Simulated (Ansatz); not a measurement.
## BN: one atom moved over a plane

The calculation used DFT r2SCAN, scalar-relativistic, plane waves, PAW (Ansatz 0.2.0). Cutoff 500 eV, Γ-centred 12×12×12 k-points, Gaussian smearing of 0.05 eV. No spin polarisation. Energies are free energies at this smearing, counted from the undisturbed cell; pressure is positive in compression.

Zero of the scan (as given, not relaxed at this level; it stands at -0.5 GPa; this form isn't the usual structure):

```
CELL_PARAMETERS angstrom
0.00000 3.49532 2.16609
1.25163 0.00000 2.16609
1.25163 3.49532 0.00000
ATOMIC_POSITIONS crystal
B 0.00005 0.00005 0.99995
N 0.66665 0.66665 0.33335
```

The cell holds layers and no dispersion correction was added, so their binding is poorly described.

Atom 2 (N) is moved by p along (0.707, 0.707, 0.000) and q along (0.000, 0.000, 1.000) (Å), all else fixed. Points are written (p, q).

Energy above the undisturbed cell in eV/cell (a dash: not computed):

| p \ q | -0.600 | -0.300 | 0.000 | 0.300 | 0.600 |
| --- | --- | --- | --- | --- | --- |
| -0.600 | 13.16 | 8.55 | 3.91 | 3.05 | 7.79 |
| -0.300 | 5.55 | 3.35 | 1.18 | 2.69 | 15.17 |
| 0.000 | 2.81 | 1.29 | 0.00 | 2.70 | 20.17 |
| 0.300 | 5.55 | 3.35 | 1.18 | 2.69 | 15.17 |
| 0.600 | 13.16 | 8.55 | 3.91 | 3.05 | 7.79 |

Pressure in GPa:

| p \ q | -0.600 | -0.300 | 0.000 | 0.300 | 0.600 |
| --- | --- | --- | --- | --- | --- |
| -0.600 | 176.9 | 110.7 | 39.1 | 25.0 | 106.0 |
| -0.300 | 90.5 | 49.7 | 12.1 | 39.1 | 212.7 |
| 0.000 | 52.0 | 22.1 | -0.5 | 45.7 | 267.8 |
| 0.300 | 90.5 | 49.7 | 12.1 | 39.1 | 212.7 |
| 0.600 | 176.9 | 110.7 | 39.1 | 25.0 | 106.0 |

Gap on the k-mesh in eV:

| p \ q | -0.600 | -0.300 | 0.000 | 0.300 | 0.600 |
| --- | --- | --- | --- | --- | --- |
| -0.600 | 2.37 | 1.27 | 0.67 | 0.00 | 1.68 |
| -0.300 | 2.55 | 1.90 | 2.75 | 1.04 | 4.01 |
| 0.000 | 2.17 | 2.61 | 4.33 | 1.93 | 5.35 |
| 0.300 | 2.55 | 1.90 | 2.75 | 1.04 | 4.01 |
| 0.600 | 2.37 | 1.27 | 0.67 | 0.00 | 1.68 |

Where the gap reads zero the k-mesh, chosen for the insulator, is on the coarse side.